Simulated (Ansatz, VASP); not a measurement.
## Pb in VASP and in Ansatz

```xyz
1
Lattice="0.0000 2.4955 2.4955 2.4955 0.0000 2.4955 2.4955 2.4955 0.0000" Properties=species:S:1:pos:R:3 pbc="T T T"
Pb    0.0000    0.0000    0.0000
```

Alike in both runs: task single point; functional PBE; k mesh 14 × 14 × 14; occupations gaussian, width 0.1 eV; no spin polarisation.

|  | VASP | Ansatz |
| --- | --- | --- |
| version | VASP 6.6.1 | Ansatz 0.2.0 |
| potentials or method | VASP PAW PBE potentials, release 64 (Pb_d) | scalar-relativistic, plane waves, PAW |
| plane-wave cutoff (eV) | 520 | 420 |
| valence electrons in the cell | 14 | 14 |

```csv
,VASP,Ansatz,Ansatz less VASP
gap on the k mesh at the Fermi level (eV),none,none,-
pressure (GPa),1.2,1.3,+0.05
```

A gap of «none» marks a metal or a gap that the smearing closes.

The runs have no spin-orbit coupling, so splittings on Pb are missing.
